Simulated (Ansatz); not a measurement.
# BP: the cost of one run

Computed with Ansatz 0.2.0 (DFT, levels as named, plane waves, PAW, unless a step's input says otherwise).

## (1) Starting point

It takes space group F-43m (No. 216, cubic). The conventional cell has a = 4.538 Å, b = 4.538 Å, c = 4.538 Å, α = 90.00°, β = 90.00°, γ = 90.00°. B (site symmetry -43m) has 4 P at 1.97 Å as nearest neighbours. P (site symmetry -43m) has 4 B at 1.97 Å as nearest neighbours.

Coordinates:

```
B P
1.0
     0.00000    2.26900    2.26900
     2.26900    0.00000    2.26900
     2.26900    2.26900    0.00000
B P
1 1
Direct
  0.00000 0.00000 0.00000
  0.25000 0.25000 0.25000
```

## (2) PBE: cell and atoms

input.yaml

```yaml
crystal:
  lattice:
    - [0.0, 2.269, 2.269]
    - [2.269, 0.0, 2.269]
    - [2.269, 2.269, 0.0]
  atoms:
    - { symbol: B, position: [0.0, 0.0, 0.0] }
    - { symbol: P, position: [0.25, 0.25, 0.25] }
  symmetry: { tolerance: 0.0003 }
hamiltonian:
  xc: pbe
  pseudopotentials: { kind: paw, azcp: { folder: soft_1 } }
basis:
  ecutwfc: 420
magnetization:
  spin_polarized: false
scf:
  occupations: { method: fermi_dirac, width: 0.02 }
kpoints:
  mp_grid: { grid: [10, 10, 10], shift: [0, 0, 0] }
output:
  forces: true
  stress: true
  eigenvalues: true
relax:
  max_steps: 60
  cell: {}
```

Launch:

```
$ ansatz run input.yaml --threads 2 --pin off --max-ram 5632MiB --backend cpu --events-out ev --progress --plain --runs-dir out
```

Q: Estimate wall time and peak memory on 2 threads of Arm Neoverse V1, shared host.

About 3.4 s, with a peak of 0.27 GiB.
